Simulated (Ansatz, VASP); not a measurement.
**NaCl (Halite) in two plane-wave programs**

Aim: how closely do two programs agree when they are given the same cell, functional and k mesh? The cell is taken from a series of VASP runs on this material, whose earlier steps may have relaxed, scaled or displaced it; both programs get it as it stands.

Program: Ansatz 0.2.0. Level of theory: plane waves, with VASP 6.6.1 beside it; relaxation of cell and atoms at RPBE. Results are calculated unless marked as measured.

## Step 1: The starting structure

Symmetry: Fm-3m, No. 225, cubic system. Conventional cell: a = 5.829 Å, b = 5.829 Å, c = 5.829 Å, α = 90.00°, β = 90.00°, γ = 90.00°. Nearest to Cl lie 6 Na at 2.91 Å. Na has 6 Cl at 2.91 Å nearest. Farther neighbours and most contacts between anions are not listed.

Structure file:

```xyz
2
Lattice="0.0000 2.9144 2.9144 2.9144 0.0000 2.9144 2.9144 2.9144 0.0000" Properties=species:S:1:pos:R:3 pbc="T T T"
Cl    2.9144    2.9144    2.9144
Na    0.0000    0.0000    0.0000
```

## Step 2: VASP: relaxation of cell and atoms, RPBE

The relaxed volume is the usual yardstick between codes: its relative difference is about their pressure difference at one cell divided by the bulk modulus.

Lines of VASP's logs that name or quote its potential files are left out, and so is its time.

INCAR

```
SYSTEM = NaCl
PREC = Accurate
ENCUT = 450
EDIFF = 1E-06
NELM = 100
ISMEAR = 0
SIGMA = 0.03
LREAL = .FALSE.
ALGO = Normal
GGA = RP
NBANDS = 13
LORBIT = 11
LWAVE = .FALSE.
LCHARG = .FALSE.
KPAR = 4
IBRION = 2
NSW = 50
ISIF = 3
EDIFFG = -0.006
```

POSCAR

```
NaCl
1.0
    0.0000000000      2.9143851419      2.9143851419
    2.9143851419      0.0000000000      2.9143851419
    2.9143851419      2.9143851419      0.0000000000
Cl Na
1 1
Direct
    0.5000000000      0.5000000000      0.5000000000
    0.0000000000      0.0000000000      0.0000000000
```

KPOINTS

```
Automatic mesh
0
Gamma
6 6 6
0 0 0
```

Potentials, in the order of the species: Cl and Na_pv (PBE family, release 64).

On the command line:

```console
$ mpirun -np 4 vasp_std
```

Numbers of over 12 decimals in the logs are rounded to 6 here.

Log:

```text
[banner, memory and clock lines left out]
running    4 mpi-ranks, on    1 nodes
 distrk:  each k-point on    1 cores,    4 groups
 distr:  one band on    1 cores,    1 groups

 POSCAR found type information on POSCAR ClNa
 POSCAR found :  2 types and       2 ions
|                                                                             |
|               ----> ADVICE to this user running VASP <----                  |
|                                                                             |
|     You enforced a specific xc type in the INCAR file but a different       |
|     [... a line on the potential file left out ...]
|     I HOPE YOU KNOW WHAT YOU ARE DOING!                                     |
|                                                                             |

 LDA part: xc-table for (Slater+PW92), standard interpolation
 POSCAR, INCAR and KPOINTS ok, starting setup
 FFT: planning ... GRIDC
 FFT: planning ... GRID_SOFT
 FFT: planning ... GRID
 WAVECAR not read
 entering main loop
       N       E                     dE             d eps       ncg     rms          rms(c)
DAV:   1     0.944274863106E+02    0.94427E+02   -0.66329E+03   416   0.975E+02
DAV:   2     0.221307141826E+01   -0.92214E+02   -0.84551E+02   429   0.250E+02
DAV:   3    -0.651614979582E+01   -0.87292E+01   -0.86676E+01   546   0.744E+01
DAV:   4    -0.667452033607E+01   -0.15837E+00   -0.15830E+00   466   0.109E+01
DAV:   5    -0.667819229340E+01   -0.36720E-02   -0.36717E-02   542   0.165E+00    0.245E+00
DAV:   6    -0.645430531866E+01    0.22389E+00   -0.40966E-01   491   0.338E+00    0.191E+00
DAV:   7    -0.644734954140E+01    0.69558E-02   -0.11528E-01   486   0.194E+00    0.125E+00
DAV:   8    -0.646106673576E+01   -0.13717E-01   -0.22751E-02   431   0.121E+00    0.269E-01
DAV:   9    -0.646110942495E+01   -0.42689E-04   -0.30979E-04   541   0.145E-01    0.158E-01
DAV:  10    -0.646168821432E+01   -0.57879E-03   -0.12526E-03   426   0.265E-01    0.940E-02
DAV:  11    -0.646167352978E+01    0.14685E-04   -0.25873E-05   519   0.524E-02    0.151E-02
DAV:  12    -0.646167817731E+01   -0.46475E-05   -0.63409E-06   456   0.244E-02    0.184E-03
DAV:  13    -0.646167970313E+01   -0.15258E-05   -0.22007E-06   461   0.106E-02    0.417E-03
DAV:  14    -0.646167942049E+01    0.28264E-06   -0.93648E-08   293   0.203E-03
   1 F= -.64616794E+01 E0= -.64616794E+01  d E =-.646168E+01
 curvature:   0.00 expect dE= 0.000E+00 dE for cont linesearch  0.000E+00
 trial: gam= 0.00000 g(F)=  0.266E-63 g(S)=  0.185E-05 ort = 0.000E+00 (trialstep = 0.100E+01)
 search vector abs. value=  0.185E-05
 reached required accuracy - stopping structural energy minimisation
```

Parts of OUTCAR (step 2):

```text
ion  position               nearest neighbor table
   1  0.500  0.500  0.500-
   2  0.000  0.000  0.000-

  LATTYP: Found a face centered cubic cell.
 ALAT       =     5.8287702838

 Subroutine GETGRP returns: Found 48 space group operations
 (whereof 48 operations were pure point group operations)

The static configuration has the point symmetry O_h .

 Found     16 irreducible k-points:

   k-points           NKPTS =     16   k-points in BZ     NKDIM =     16   number of bands    NBANDS=     13

   dimension x,y,z NGX =    30 NGY =   30 NGZ =   30
   dimension x,y,z NGXF=    60 NGYF=   60 NGZF=   60

   ENCUT  =  450.0 eV  33.07 Ry    5.75 a.u.   7.13  7.13  7.13*2*pi/ulx,y,z

   NELECT =      14.0000    total number of electrons

 k-points in reciprocal lattice and weights: Automatic mesh
   0.00000000  0.00000000  0.00000000       0.005
   0.16666667  0.00000000  0.00000000       0.037
   0.33333333  0.00000000  0.00000000       0.037
   0.50000000  0.00000000  0.00000000       0.019
   0.16666667  0.16666667  0.00000000       0.028
   0.33333333  0.16666667  0.00000000       0.111
   0.50000000  0.16666667  0.00000000       0.111
  -0.33333333  0.16666667  0.00000000       0.111
  -0.16666667  0.16666667  0.00000000       0.056
[...]
-0.33333333  0.33333333  0.16666667       0.111
  -0.33333333  0.50000000  0.16666667       0.056

 average (electrostatic) potential at core
       1 -93.8685       2 -48.2334

 E-fermi :  -1.0006

 k-point     1 :       0.0000    0.0000    0.0000
  band No.  band energies     occupation
    ...
      3     -22.1896      2.00000
      4     -13.5820      2.00000
      5      -1.1336      2.00000
      6      -1.1336      2.00000
      7      -1.1336      2.00000
      8       3.9379      0.00000
      9      10.0420      0.00000
     10      10.0420      0.00000
     11      10.0420      0.00000
     12      12.0092      0.00000
    ...

 k-point     2 :       0.1667    0.0000    0.0000
  band No.  band energies     occupation
    ...
      3     -22.1899      2.00000
      4     -13.5235      2.00000
      5      -1.6205      2.00000
      6      -1.1878      2.00000
      7      -1.1878      2.00000
      8       4.6732      0.00000
      9       9.2710      0.00000
     10      10.2762      0.00000
     11      10.2762      0.00000
     12      11.6728      0.00000
    ...

 k-point     3 :       0.3333    0.0000    0.0000
  band No.  band energies     occupation
    ...
      3     -22.1906      2.00000
      4     -13.4027      2.00000
      5      -2.3901      2.00000
      6      -1.2920      2.00000
      7      -1.2920      2.00000
      8       5.8716      0.00000
      9       8.7598      0.00000
     10      10.0155      0.00000
     11      10.0155      0.00000
     12      12.6990      0.00000
    ...

  Total       -0.0050624     -0.0050624     -0.0050624     -0.0000000      0.0000000      0.0000000
  in kB       -0.1638301     -0.1638301     -0.1638301     -0.0000000      0.0000000      0.0000000
  external PRESSURE =      -0.1638301 kB  Pullay stress =       0.0000000 kB

  energy-cutoff  :      450.00
  volume of cell :       49.51
      direct lattice vectors                 reciprocal lattice vectors
     0.000000000  2.914385142  2.914385142    -0.171562774  0.171562774  0.171562774
     2.914385142  0.000000000  2.914385142     0.171562774 -0.171562774  0.171562774
     2.914385142  2.914385142  0.000000000     0.171562774  0.171562774 -0.171562774

 POSITION                                       TOTAL-FORCE (eV/Angst)
 -----------------------------------------------------------------------------------
      2.91439      2.91439      2.91439        -0.000000      0.000000      0.000000
      0.00000      0.00000      0.00000         0.000000     -0.000000      0.000000
 -----------------------------------------------------------------------------------
    total drift:                                0.000000      0.000000      0.000000

  FREE ENERGIE OF THE ION-ELECTRON SYSTEM (eV)
  ---------------------------------------------------
  free  energy   TOTEN  =        -6.4616794205 eV

  energy  without entropy=       -6.4616794205  energy(sigma->0) =       -6.46167942

 reached required accuracy - stopping structural energy minimisation

 total charge
# of ion       s       p       d       tot
------------------------------------------
    1        1.592   3.597   0.000   5.189
    2        0.034   5.971   0.000   6.005
--------------------------------------------------
tot          1.626   9.568   0.000  11.193

[... 3 further parts left out ...]
```

CONTCAR:

```
NaCl
   1.00000000000000
     0.0000000000000000    2.9143851419000000    2.9143851419000000
     2.9143851419000000    0.0000000000000000    2.9143851419000000
     2.9143851419000000    2.9143851419000000    0.0000000000000000
  Cl              Na
     1     1
Direct
     0.5000000000000000    0.5000000000000000    0.5000000000000000
     0.0000000000000000    0.0000000000000000    0.0000000000000000
```

The run keeps the 48 symmetry operations of its start, so it cannot find a distortion of lower symmetry.

## Step 3: Ansatz: relaxation of cell and atoms, RPBE

Ansatz runs on its default PAW (the set named soft_2) files.

The same cell, functional, mesh and smearing now go to Ansatz, which takes its cutoff from its data sets.

input.yaml

```yaml
crystal:
  lattice:
    - [0.0, 2.9143851419, 2.9143851419]
    - [2.9143851419, 0.0, 2.9143851419]
    - [2.9143851419, 2.9143851419, 0.0]
  atoms:
    - { symbol: Cl, position: [0.5, 0.5, 0.5] }
    - { symbol: Na, position: [0.0, 0.0, 0.0] }
hamiltonian:
  xc: rpbe
  pseudopotentials: { kind: paw }
kpoints:
  mp_grid: { grid: [6, 6, 6] }
scf:
  occupations: { method: gaussian, width: 0.03 }
relax:
  f_tol: 0.01
  max_steps: 60
  cell: { stress_tol: 0.05 }
output:
  forces: true
  stress: true
```

On the command line:

```console
$ ansatz run input.yaml --threads 4 --pin off --max-ram 9216MiB --backend cpu --events-out ev --progress --plain --runs-dir out
```

Log:

```text
Engine: ansatz 0.2.0, aarch64-unknown-linux-gnu
Pseudopotentials: kind: paw
Pseudopotential: Cl, paw, valence charge 7, recommended cutoff 420 eV (normal), Cl.paw.azcp
Pseudopotential: Na, paw, valence charge 9, recommended cutoff 420 eV (normal), Na.paw.azcp
Functional definition: RPBE
  parameter kappa = 0.804
  parameter beta = 0.066725
  exchange = rpbe_x(kappa = kappa, mu = beta*pi^2/3)
  correlation = pbe_c(beta = beta)
Crystal: 2 atoms, lattice volume = 49.507 Å³
Basis set: ecut = 420 eV, 941 PW (Γ), exchange–correlation on 60×60×60 points (8 copies of the dense FFT grid, shifted against one another)
Bands: 12, of which v1, the nominal top of the filled ones, is band 8 counted from 1 (7 counted from 0)
Symmetry: 48 space group operations
Space group: Fm-3m (ITA 225), of the structure as read, at distance tolerance 3.7e-5 Å
k-points: 16 of 216
Non-local potential: Cl, projectors of the file, l = 0: 2, l = 1: 2, l = 2: 2
Non-local potential: Na, projectors of the file, l = 0: 3, l = 1: 2, l = 2: 1
PAW form: soft (Blöchl's): semilocal exchange-correlation on the pseudo side does not see the compensation charge
PAW frozen core: Cl, regenerated for the run's functional, and the local potential with it (the file was generated under x = pbe(κ = 0.804, μ = 0.219515), c = pbe(β = 0.066725))
PAW frozen core: Na, regenerated for the run's functional, and the local potential with it (the file was generated under x = pbe(κ = 0.804, μ = 0.219515), c = pbe(β = 0.066725))
PAW one-centre angular grid: Cl, 110 points (default); XC on 64 Gauss nodes
PAW one-centre angular grid: Na, 110 points (default); XC on 64 Gauss nodes
Initial density: superposition of atomic densities (neutral atoms: chi_scale 0, normalization atom), corrected by the library's trained network
Initial wavefunctions: pseudopotential atomic-orbital guess
Functional: x = rpbe, c = pbe(β = 0.066725)
SCF iter   1: F=—  HF=-2576.005773 eV  |F-HF|=—  |Δ(HF+E_count)|=         —  Δρ=3.64e-3  dr2=8.54e-3  ethr=1.77e-3  ⟨swp⟩=5.9  Hψ=1132  notcnv=0
preconditioner: auto → none  [insulator: Δε(μ)=5.096 eV  Ē_g=13.384 eV  σ=0.030 eV  W_gap=1.00  n_scr=14 (ndim 8)  ℏωp=14.9 eV  f_vac=0.051  D(μ)=0.00/eV (n_scr^D=0)  ε∞_Penn≈2.2]
SCF iter   2: F=—  HF=-2576.004628 eV  |F-HF|=—  |Δ(HF+E_count)|=   1.14e-3  Δρ=1.66e-3  dr2=9.88e-4  ethr=5.34e-5  ⟨swp⟩=3.0  Hψ=498  notcnv=0
SCF iter   3: F=—  HF=-2576.004400 eV  |F-HF|=—  |Δ(HF+E_count)|=   2.28e-4  Δρ=6.49e-4  dr2=1.21e-4  ethr=6.18e-6  ⟨swp⟩=2.0  Hψ=234  notcnv=0
SCF iter   4: F=—  HF=-2576.004434 eV  |F-HF|=—  |Δ(HF+E_count)|=   3.35e-5  Δρ=1.28e-4  dr2=1.15e-5  ethr=7.56e-7  ⟨swp⟩=2.4  Hψ=254  notcnv=0
SCF iter   5: F=—  HF=-2576.004431 eV  |F-HF|=—  |Δ(HF+E_count)|=   2.57e-6  Δρ=3.51e-5  dr2=1.09e-6  ethr=7.17e-8  ⟨swp⟩=3.0  Hψ=320  notcnv=0
SCF iter   6: F=—  HF=-2576.004431 eV  |F-HF|=—  |Δ(HF+E_count)|=   1.13e-7  Δρ=1.48e-5  dr2=1.58e-7  ethr=6.80e-9  ⟨swp⟩=2.0  Hψ=256  notcnv=0
SCF iter   7: F=-2576.004431 eV  HF=-2576.004431 eV  |F-HF|=1.38e-8  |Δ(HF+E_count)|=   5.03e-8  Δρ=5.02e-6  dr2=1.85e-8  ethr=6.25e-10  ⟨swp⟩=4.0  Hψ=557  notcnv=0
SCF 1 converged in 7 iterations: F = -2576.004431 eV  dr2 = 1.85e-8
  greatest PAW one-centre occupation: 0.999 electrons in one spin orbital (limit 2), on the Na atom at site 1 (counted from 0), in its partial waves of l = 0
relax step   1: F+E_penalty+E_count = -2576.00443108 eV  Δ(F+E_penalty+E_count) = +0.000e0 eV  max|allowed force component| = 3.410e-30 eV/Å  Δτ_max = 0.0000 Å  P = +0.143 GPa  Ω = 49.507 Å³  (7 SCF iters, dr2 threshold 1.00e-7 eV, accepted)
[...]
relax step   2: F+E_penalty+E_count = -2576.00454671 eV  Δ(F+E_penalty+E_count) = -1.156e-4 eV  max|allowed force component| = 3.221e-30 eV/Å  Δτ_max = 0.0000 Å  P = +0.065 GPa  Ω = 49.698 Å³  energy of the carried Pulay correction = -7.930e-6 eV  (4 SCF iters, dr2 threshold 5.09e-8 eV, accepted)
[...]
relax step   3: F+E_penalty+E_count = -2576.00457332 eV  Δ(F+E_penalty+E_count) = -2.661e-5 eV  max|allowed force component| = 2.613e-30 eV/Å  Δτ_max = 0.0000 Å  P = +0.001 GPa  Ω = 49.860 Å³  energy of the carried Pulay correction = -1.465e-5 eV  (4 SCF iters, dr2 threshold 1.07e-8 eV, accepted)
[...]
relax step   4: F+E_penalty+E_count = -2576.00459071 eV  Δ(F+E_penalty+E_count) = -1.739e-5 eV  max|allowed force component| = 9.779e-31 eV/Å  Δτ_max = 0.0000 Å  P = +0.000 GPa  Ω = 49.860 Å³  stress off target by 2.68e-4 GPa  SCF on the basis re-selected at this cell (its energy is not comparable with the rows above)  (6 SCF iters)
basis re-selected at this cell: Δ(F+E_penalty+E_count) = -1.739e-5 eV, ΔP = -0.001 GPa vs the last step (what re-selecting the basis moved, of the pressure what is left beyond the Pulay correction that the steps carried, after the strain that the cell walked since its last selection, with what the two solves' SCF thresholds leave and, on support functions, any second-order correction that the steps lacked; it is no m [...]
SCF converged after 6 iterations
Free energy (F): -2576.004591 eV
Harris-Foulkes:  -2576.004591 eV  (|F-HF|=2.27e-12)
Internal energy: -2576.004591 eV  (E = F + TS)
E sigma→0 (E₀):  -2576.004591 eV
Fermi energy:    3.006545 eV
--- Per-component energies (eV) ---
  E_band       = -245.654770
  E_kinetic    = 282.611026
  E_local      = -1581.368958  (includes V_loc(G=0)·N_el)
  E_nonlocal   = 142.452579
  E_hartree    = 559.891190
  E_xc         = -147.750884
  E_vxc        = -173.405971  (∫ρ·V_xc dr)
  E_paw        = -928.078720  (= ΣΔE_a)
  E_vpaw       = -35.725900  (= ΣTr[D̂ρ^β])
  E_aug_tail   = 0.000041  (compensation charges beyond the density's cutoff)
  E_ewald      = -903.693920
  E_core_change = -0.066945  (= ΣΔE_core)
  E_smearing   = -0.000000  (= −TS)
  E_closure    = 0.000000  (closes the sum)
  Σ components = -2576.004591   (vs F -2576.004591, Δ=0.00e0)
--- Forces (eV/Å), atoms counted from 1 ---
  atom   1  Cl     0.00000000     0.00000000     0.00000000
  atom   2  Na    -0.00000000     0.00000000    -0.00000000
  max |Σ_I F_I| component: 1.73e-30 eV/Å
--- Stress (GPa, compression-positive) ---
        0.000268      -0.000000      -0.000000
       -0.000000       0.000268       0.000000
       -0.000000      -0.000000       0.000268
  P = ⅓ Tr σ = 0.0003 GPa (0.003 kbar)
--- Relaxed structure (3 steps of the walk, 3 accepted, 1 SCFs on fresh bases) ---
  F+E_penalty+E_count = -2576.00459071 eV   max|allowed force component| = 9.779e-31 eV/Å   (the final SCF, on the basis selected at the relaxed cell)
  cell:  # Å, volume = 49.8603 Å³
    - [0, 2.921291, 2.921291]
    - [2.921291, 0, 2.921291]
    - [2.921291, 2.921291, 0]
  atoms:
    - { symbol: Cl, position: [0.5, 0.5, 0.5] }
    - { symbol: Na, position: [0, 0, 0] }
```

Run time: 1 s. Hardware: 4 threads of Arm Neoverse V1, shared host; peak memory 0.29 GiB; 3 s of CPU time.

## Step 4: Side by side

Known differences besides the potentials themselves: both relaxations stop at a tolerance, which leaves soft axes loose, and VASP keeps its plane-wave basis; the data sets hold 16 valence electrons in Ansatz (default PAW (the set named soft_2) files) and 14 in VASP; the cutoff is 420 eV in Ansatz and 450 eV in VASP; Ansatz makes its cores anew for this functional, VASP keeps those of its PBE data sets; VASP leaves aspherical gradient terms in its spheres out (LASPH is not set), Ansatz keeps them; Ansatz adds a Pulay correction to the stress that steers its cell, VASP none. Total energies have different zeros and are not compared.

The two programs side by side:

```tsv
quantity	Ansatz	VASP	difference
volume (Å³)	49.86	49.51	+0.71 %
edge a after relaxation, in the typed setting (Å)	4.131	4.122	+0.24 %
```

The walks stopped with 0.00 GPa left in Ansatz and -0.02 GPa in VASP; each walk ends within a tolerance, so the volume difference is uncertain by about these residues over the bulk modulus, most in soft cells.

## Step 5: Outcome

| Item | Value |
| --- | --- |
| difference in volume (relaxation of cell and atoms, RPBE) | 0.71 % |

What this shows: The difference in volume is 0.71 % (relaxation of cell and atoms, RPBE), within the 1.2 % picked in this series as the mark of a large difference, as far as the stopping tolerances let one tell. Such differences can come from data sets, numerical settings and the points named under the comparisons, not from the functional's error against experiment.

[Lines on the potential files, build, host, timing and source positions are cut from VASP's logs without a mark.]

[Logs are printed without paths, hosts, clocks, repeated set-up lines and the standing remarks that a program may print on its own settings, such as how far it seeks lower states.]

[Hosts, paths, dates, database ids (printed as entryN), source tags and the programs' standing remarks are cut or masked in the printed files.]
